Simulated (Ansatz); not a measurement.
PbS under changes of volume

One of the cells (24.387 Å³/atom); the others are scaled copies at fixed shape and fractional positions:

```
CELL_PARAMETERS angstrom
3.65366 0.00000 0.00000
0.00000 3.65366 0.00000
0.00000 0.00000 3.65366
ATOMIC_POSITIONS crystal
Pb 0.00000 0.00000 0.00000
S 0.50000 0.50000 0.50000
```

Measurements of this composition are mostly on another form, of space group No. 225.

* Program: Ansatz 0.2.0
* Functional: r2SCAN
* Potentials or basis: Ansatz PAW
* Cutoff: 500 eV (not typed: the program's choice for these potentials)
* k mesh: 7 × 7 × 7
* Occupations: fermi-dirac, width 0.05 eV
* Spin: no spin polarisation

| volume (Å³/atom) | energy over the lowest point (meV/atom) | pressure (GPa) |
| --- | --- | --- |
| 22.924 | ? | ? |
| 23.411 | 3.92 | 1.8 |
| 23.899 | 0.00 | 0.5 |
| 24.387 | 0.14 | -0.7 |
| 24.874 | 3.99 | -1.9 |
| 25.362 | 11.16 | -2.9 |
| 25.850 | 21.32 | -3.8 |

Problem. What does the run at 22.924 Å³/atom give?

Solution. Energy over the lowest point 12.18 meV/atom; pressure 3.3 GPa.

Worked out: A Birch-Murnaghan fit of order 3 (a polynomial in V^(-2/3)) to the other rows has its minimum at 24.12 Å³/atom with B0 = V·E''(V) = 63 GPa and B' = 4.1. It gives 12.38 meV/atom at 22.924 Å³/atom, against the run's 12.18, and -dE/dV = 3.6 GPa, against 3.3.

Energies are extrapolated to zero smearing.

Caveats: the PAW data sets come from PBE, with cores solved anew for the run's functional, which leaves a small shift of forces and pressure.
